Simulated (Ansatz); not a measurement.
**BeTe: what a guessed cell relaxes into**

The task: take a trial cell of BeTe to zero force and stress.

Method: DFT PBE, scalar-relativistic, plane waves, PAW, in Ansatz 0.2.0.

## (1) Starting point

The structure is tetragonal, space group P4_2/mbc (No. 135). The conventional cell has a = 8.845 Å, b = 8.845 Å, c = 4.224 Å, α = 90.00°, β = 90.00°, γ = 90.00°. Be (site symmetry m) is surrounded by 4 Te at 2.17 to 2.48 Å. Te (site symmetry m) has 4 Be at 2.17 to 2.48 Å as nearest neighbours.

Coordinates:

```cif
data_structure
_symmetry_space_group_name_H-M 'P4_2/mbc'
_symmetry_Int_Tables_number 135
_cell_length_a 8.8452
_cell_length_b 8.8452
_cell_length_c 4.2242
_cell_angle_alpha 90.000
_cell_angle_beta 90.000
_cell_angle_gamma 90.000
_cell_volume 330.49
loop_
_atom_site_label
_atom_site_type_symbol
_atom_site_symmetry_multiplicity
_atom_site_Wyckoff_symbol
_atom_site_fract_x
_atom_site_fract_y
_atom_site_fract_z
_atom_site_occupancy
Be1 Be 8 h 0.69131 0.62250 0.00000 1
Te1 Te 8 h 0.12250 0.80869 0.50000 1
```

The cell is invented: 4-connected net, two elements alternating (P4_2/mbc, No. 135). Lengths come from tabulated atomic sizes and are only a guess.

## (2) Probe: one point on a coarse mesh

File input.yaml:

```yaml
crystal:
  lattice:
    - [8.84520811, 0.0, 0.0]
    - [0.0, 8.84520811, 0.0]
    - [0.0, 0.0, 4.22422761]
  atoms:
    - { symbol: Be, position: [0.69130848, 0.62250349, 0.0] }
    - { symbol: Be, position: [0.87749651, 0.80869152, 0.5] }
    - { symbol: Be, position: [0.30869152, 0.37749651, 0.0] }
    - { symbol: Be, position: [0.12250349, 0.19130848, 0.5] }
    - { symbol: Be, position: [0.62250349, 0.30869152, 0.5] }
    - { symbol: Be, position: [0.80869152, 0.12250349, 0.0] }
    - { symbol: Be, position: [0.37749651, 0.69130848, 0.5] }
    - { symbol: Be, position: [0.19130848, 0.87749651, 0.0] }
    - { symbol: Te, position: [0.12250349, 0.80869152, 0.5] }
    - { symbol: Te, position: [0.30869152, 0.62250349, 0.0] }
    - { symbol: Te, position: [0.87749651, 0.19130848, 0.5] }
    - { symbol: Te, position: [0.69130848, 0.37749651, 0.0] }
    - { symbol: Te, position: [0.19130848, 0.12250349, 0.0] }
    - { symbol: Te, position: [0.37749651, 0.30869152, 0.5] }
    - { symbol: Te, position: [0.80869152, 0.87749651, 0.0] }
    - { symbol: Te, position: [0.62250349, 0.69130848, 0.5] }
basis:
  ecutwfc: 420
kpoints:
  mp_grid: { grid: [2, 2, 4] }
hamiltonian:
  xc: pbe
scf:
  occupations: { method: gaussian, width: 0.1 }
  lower_state_search: "off"
output:
  forces: true
  stress: true
  eigenvalues: true
```

On the command line:

```bash
ansatz run input.yaml --threads 1 --pin off --max-ram 2560MiB --backend cpu --events-out ev --progress --plain --runs-dir out
```

The session goes on with these runs: rough relaxation on the coarse mesh; final relaxation.

**Question.** What will these runs give? Wanted: conventional cell; volume; energy over the elements; gap on the mesh.

The runs gave:

| quantity | value |
| --- | --- |
| symmetry at the end (tolerance 0.02 Å) | space group P4_2/mbc (No. 135) |
| conventional cell | a = 11.884 Å, b = 11.884 Å, c = 3.935 Å, α = 90.00°, β = 90.00°, γ = 90.00° |
| volume | 34.73 Å³/atom |
| energy over the elements | -0.14 eV/atom |
| gap on the mesh | 1.94 eV |

**Reading.** The space group P4_2/mbc (No. 135) is kept, and the volume per atom grows by 68.1 % from the first guess. It lies below the elements, which doesn't yet make it stable: competing phases were not computed in this session. No finished test with a distortion of lower symmetry is shown, so the end may be a saddle point. These runs have no spin-orbit coupling; with Te it would split and shift bands.
